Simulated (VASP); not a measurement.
Wanted: the native input for a VASP 6.6.1 run.

* Task: band structure
* Functional: r2SCAN
* Potentials or basis: VASP PAW PBE potentials, release 64 (Se)
* Cutoff: 520 eV
* k mesh: 9 × 9 × 6
* Occupations: gaussian, width 0.03 eV
* Spin: no spin polarisation
* Further INCAR settings: ALGO = Normal; EDIFF = 1e-06; NBANDS = 16

The structure of Se lies in POSCAR:

```
Se                                      
1.0
    4.0646724091      0.0000000000      0.0000000000
   -2.0323362046      3.5201095660      0.0000000000
    0.0000000000      0.0000000000      5.1336898780
  Se            
     3
Direct
     0.2477491649870700    0.0000000000000000    0.3333333300000021
     0.0000000000000000    0.2477491649870700    0.6666666699999979
     0.7522508350129300    0.7522508350129300    0.0000000000000000
```

These files were run (other wordings do the same):

INCAR

```
SYSTEM = Se
ALGO = Normal
EDIFF = 1E-6
ENCUT = 520
ISIF = 2
ISMEAR = 0
LASPH = .True.
LCHARG = .False.
LMIXTAU = .True.
LREAL = .False.
LWAVE = .False.
METAGGA = R2SCAN
NBANDS = 16
NELM = 80
PREC = Accurate
SIGMA = 0.03
```

KPOINTS

```
k-points
0
Gamma
  9 9 6
  0 0 0
```

KPOINTS_OPT

```
explicit points
96
Reciprocal
 0.0000000000  0.0000000000  0.0000000000 1
 0.0555555556  0.0000000000  0.0000000000 1
 0.1111111111  0.0000000000  0.0000000000 1
 0.1666666667  0.0000000000  0.0000000000 1
 0.2222222222  0.0000000000  0.0000000000 1
 0.2777777778  0.0000000000  0.0000000000 1
 0.3333333333  0.0000000000  0.0000000000 1
 0.3888888889  0.0000000000  0.0000000000 1
 0.4444444444  0.0000000000  0.0000000000 1
 0.5000000000  0.0000000000  0.0000000000 1
 0.5000000000  0.0000000000  0.0000000000 1
 0.4814814815  0.0370370370  0.0000000000 1
 0.4629629630  0.0740740741  0.0000000000 1
 0.4444444444  0.1111111111  0.0000000000 1
 0.4259259259  0.1481481481  0.0000000000 1
 0.4074074074  0.1851851852  0.0000000000 1
 0.3888888889  0.2222222222  0.0000000000 1
 0.3703703703  0.2592592592  0.0000000000 1
 0.3518518518  0.2962962963  0.0000000000 1
 0.3333333333  0.3333333333  0.0000000000 1
 0.3333333333  0.3333333333  0.0000000000 1
 0.2962962963  0.2962962963  0.0000000000 1
 0.2592592592  0.2592592592  0.0000000000 1
 0.2222222222  0.2222222222  0.0000000000 1
 0.1851851852  0.1851851852  0.0000000000 1
 0.1481481481  0.1481481481  0.0000000000 1
 0.1111111111  0.1111111111  0.0000000000 1
 0.0740740741  0.0740740741  0.0000000000 1
 0.0370370370  0.0370370370  0.0000000000 1
 0.0000000000  0.0000000000  0.0000000000 1
 0.0000000000  0.0000000000  0.0000000000 1
 0.0000000000  0.0000000000  0.0555555556 1
 0.0000000000  0.0000000000  0.1111111111 1
 0.0000000000  0.0000000000  0.1666666667 1
 0.0000000000  0.0000000000  0.2222222222 1
 0.0000000000  0.0000000000  0.2777777778 1
 0.0000000000  0.0000000000  0.3333333333 1
 0.0000000000  0.0000000000  0.3888888889 1
 0.0000000000  0.0000000000  0.4444444444 1
 0.0000000000  0.0000000000  0.5000000000 1
 0.0000000000  0.0000000000  0.5000000000 1
 0.0555555556  0.0000000000  0.5000000000 1
 0.1111111111  0.0000000000  0.5000000000 1
 0.1666666667  0.0000000000  0.5000000000 1
 0.2222222222  0.0000000000  0.5000000000 1
 0.2777777778  0.0000000000  0.5000000000 1
 0.3333333333  0.0000000000  0.5000000000 1
 0.3888888889  0.0000000000  0.5000000000 1
 0.4444444444  0.0000000000  0.5000000000 1
 0.5000000000  0.0000000000  0.5000000000 1
 0.5000000000  0.0000000000  0.5000000000 1
 0.4814814815  0.0370370370  0.5000000000 1
 0.4629629630  0.0740740741  0.5000000000 1
 0.4444444444  0.1111111111  0.5000000000 1
 0.4259259259  0.1481481481  0.5000000000 1
 0.4074074074  0.1851851852  0.5000000000 1
 0.3888888889  0.2222222222  0.5000000000 1
 0.3703703703  0.2592592592  0.5000000000 1
 0.3518518518  0.2962962963  0.5000000000 1
 0.3333333333  0.3333333333  0.5000000000 1
 0.3333333333  0.3333333333  0.5000000000 1
 0.2962962963  0.2962962963  0.5000000000 1
 0.2592592592  0.2592592592  0.5000000000 1
 0.2222222222  0.2222222222  0.5000000000 1
 0.1851851852  0.1851851852  0.5000000000 1
 0.1481481481  0.1481481481  0.5000000000 1
 0.1111111111  0.1111111111  0.5000000000 1
 0.0740740741  0.0740740741  0.5000000000 1
 0.0370370370  0.0370370370  0.5000000000 1
 0.0000000000  0.0000000000  0.5000000000 1
 0.5000000000  0.0000000000  0.5000000000 1
 0.5000000000  0.0000000000  0.4444444444 1
 0.5000000000  0.0000000000  0.3888888889 1
 0.5000000000  0.0000000000  0.3333333333 1
 0.5000000000  0.0000000000  0.2777777778 1
 0.5000000000  0.0000000000  0.2222222222 1
 0.5000000000  0.0000000000  0.1666666667 1
 0.5000000000  0.0000000000  0.1111111111 1
 0.5000000000  0.0000000000  0.0555555556 1
 0.5000000000  0.0000000000  0.0000000000 1
 0.3333333333  0.3333333333  0.0000000000 1
 0.3333333333  0.3333333333  0.0555555556 1
 0.3333333333  0.3333333333  0.1111111111 1
 0.3333333333  0.3333333333  0.1666666667 1
 0.3333333333  0.3333333333  0.2222222222 1
 0.3333333333  0.3333333333  0.2777777778 1
 0.3333333333  0.3333333333  0.3333333333 1
 0.3333333333  0.3333333333  0.3888888889 1
 0.3333333333  0.3333333333  0.4444444444 1
 0.3333333333  0.3333333333  0.5000000000 1
 0.0000000000  0.0000000000  0.0000000000 1
 0.0000000000  0.0000000000  0.5000000000 1
 0.3333333333  0.3333333333  0.5000000000 1
 0.3333333333  0.3333333333  0.0000000000 1
 0.5000000000  0.0000000000  0.5000000000 1
 0.5000000000  0.0000000000  0.0000000000 1
```

Potentials or basis: VASP PAW PBE potentials, release 64 (Se).

Launch:

```sh
$ cat potpaw_PBE.64/Se/POTCAR > POTCAR
$ mpirun -np 1 vasp_std > vasp.out
```

It gave:

The pressure is 1.0 GPa, the largest force is 0.379 eV/Å and the band gap on the k mesh is 0.74 eV, direct. The band gap along the path is 0.67 eV, indirect (least direct gap 0.74 eV).

Caveat: the PAW data sets were made with another functional, which shifts forces and pressure a little.

It took 3.4 min on 1 thread of Intel(R) Xeon(R) 6975P-C (Granite Rapids), on a shared host, peak memory 0.24 GiB.
